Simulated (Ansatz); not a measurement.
Base system: LiCl in the rock salt structure (space group Fm-3m, No. 225; a = 5.064 Å). Axes: x, y, z lie along the cube axes.

Level of theory: PBEsol (Ansatz, a first-principles code, PAW, scalar-relativistic without spin-orbit coupling).

Now apply this change: uniaxial strain ε_zz = −3.00 %, all other strain components held at zero, atoms relaxed at fixed cell.

Problem. Predict the stress tensor and what it implies for the stiffness.

Solution. Stress of the strained cell less that of the base (GPa, compression positive):
```
   0.68    0.00    0.00
   0.00    0.68    0.00
   0.00    0.00    2.29
```

Then −Δσ_ii/ε with ε = -0.0300 gives secant stiffness values (nonlinear terms included at this strain): C33 ≈ 76 GPa, C13 ≈ 23 GPa and C23 ≈ 23 GPa.

Whether these cells are dynamically stable was not tested.
